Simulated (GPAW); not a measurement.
Crystal: GaN.

```
Ga N
1.0
     3.18000    0.00000    0.00000
    -1.59000    2.75396    0.00000
     0.00000    0.00000    5.16600
Ga N
2 2
Direct
  0.66667 0.33333 0.50000
  0.33333 0.66667 0.00000
  0.66667 0.33333 0.87500
  0.33333 0.66667 0.37500
```

Base run:

| Property | Result |
| --- | --- |
| Program | GPAW 26.7.0 |
| Functional | r2SCAN |
| Potentials or basis | GPAW PAW data sets (gpaw-data 1.2.1) |
| Cutoff | 800 eV |
| Basis | pw |
| k mesh | 7 × 7 × 4 |
| Occupations | fermi-dirac, width 0.05 eV |
| Spin | spin-orbit coupling, no magnetisation |

Its results: band gap on the k mesh 2.54 eV, direct; pressure 7.2 GPa.

**Question.** The run is repeated on the same cell with these changes: functional from r2SCAN to SCAN; band points from 80 to 100. What comes out?

**Answer.** Band gap on the k mesh 2.46 eV, direct; pressure 7.4 GPa.

Caveats: spin-orbit coupling was added after a scalar SCF, so levels and gaps hold it while energy, forces, pressure and moments don't; this program's spin-orbit splittings come out too wide for heavy elements; the PAW data sets were made with another functional, which shifts forces and pressure a little.

Not every run made on this cell is shown here.
